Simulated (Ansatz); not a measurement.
Runs of Ansatz 0.2.0 on Cu. It takes space group P6_3/mmc (No. 194, hexagonal). Conventional cell: a = 2.534 Å, b = 2.534 Å, c = 4.113 Å, α = 90.00°, β = 90.00°, γ = 120.00°. Cu (site symmetry -6m2) has 12 Cu at 2.52 to 2.53 Å as nearest neighbours. This isn't the form of Cu at room conditions, which is fcc.

```csv
task,level,potentials or basis,cell,k mesh,cutoff (eV),smearing,points for each segment of the path,mesh quality,gap on the mesh (eV),pressure (GPa),relaxed volume (Å³/atom)
band structure,LDA,Ansatz PAW,as given,12 × 12 × 7,420,fermi-dirac 0.05 eV,14,not flagged,none,-7.9,-
relaxation of cell and atoms,PBEsol+D3(BJ),Ansatz PAW,relaxed,12 × 12 × 7,420,fermi-dirac 0.05 eV,-,not flagged,none,0.0,10.83
band structure,PBEsol,JTH PAW,as given,12 × 12 × 7,1350,fermi-dirac 0.05 eV,14,not flagged,none,-1.5,-
band structure,PBEsol,Ansatz PAW earlier set,as given,12 × 12 × 7,700,fermi-dirac 0.05 eV,14,not flagged,none,-1.4,-
relaxation of cell and atoms,BLYP,Ansatz PAW,relaxed,12 × 12 × 7,420,fermi-dirac 0.05 eV,-,not flagged,none,0.0,(a)
band structure,PBEsol,Ansatz PAW,as given,7 × 7 × 4,420,fermi-dirac 0.05 eV,14,coarse,none,(c),-
single point,LDA,Ansatz PAW,as given,12 × 12 × 7,420,gaussian 0.05 eV,-,not flagged,none,-7.9,-
single point,r2SCAN50,Ansatz PAW,as given,6 × 6 × 4,500,methfessel-paxton 0.1 eV,-,coarse,none,-,-
relaxation of cell and atoms,LDA,Ansatz PAW,relaxed,12 × 12 × 7,420,fermi-dirac 0.05 eV,-,not flagged,none,0.0,(b)
band structure,r2SCAN,Ansatz PAW,as given,7 × 7 × 4,500,fermi-dirac 0.05 eV,14,coarse,none,-0.2,-
band structure,LDA,Ansatz PAW,as given,7 × 7 × 4,420,fermi-dirac 0.05 eV,14,coarse,none,-8.5,-
```

Alike in all rows: no spin polarisation.

Problem. Fill in the values left out.

Solution. (a) 12.74; (b) 10.91; (c) -2.0.

Caveats: some runs use coarse meshes; the PAW data sets come from PBE, with cores solved anew for the run's functional, which leaves a small shift of forces and pressure (some runs); the plane-wave basis is chosen anew once the cell has moved, so the energies of steps on either side of that aren't comparable (some runs); pairwise dispersion overbinds metals, which lowers pressure and volume (some runs); the potentials were made for another functional, which shifts forces and pressure (some runs).

A k mesh can miss the band edges.

A gap of «none» marks a metal or a gap under the smearing width.

Not every run made on this cell is shown here.
